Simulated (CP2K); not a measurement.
Crystal: CdSe.

```
Cd Se
1.0
     4.34202    0.00000    0.00000
     2.17101    3.76030    0.00000
     2.17101    1.25343    3.54524
Cd Se
1 1
Direct
  0.00000 0.00000 0.00000
  0.25000 0.25000 0.25000
```

Measurements of this composition are mostly on another form, of space group No. 186.

Base run:

- Program: CP2K 2026.2
- Functional: PBEsol
- Potentials or basis: POTENTIAL_UZH Cd GTH-PBE-q12, Se GTH-PBE-q6; TZVP-MOLOPT-PBE-GTH basis
- Density cutoff: 9184 eV
- k mesh: 8 × 8 × 8
- Occupations: fermi-dirac, width 0.05 eV
- Spin: no spin polarisation

Its results: band gap on the k mesh 0.39 eV, direct; pressure -0.4 GPa.

Task: The run is repeated on the same cell with these changes: functional from PBEsol to LDA. What comes out?

Result: Band gap on the k mesh 0.26 eV, direct; pressure -1.6 GPa.

LDA binds more tightly than PBEsol, so the same cell stands under less pressure.

Caveats: the potentials were made for another functional, which shifts forces and pressure; the basis of atomic orbitals isn't converged, which shifts pressures, moduli and gaps.

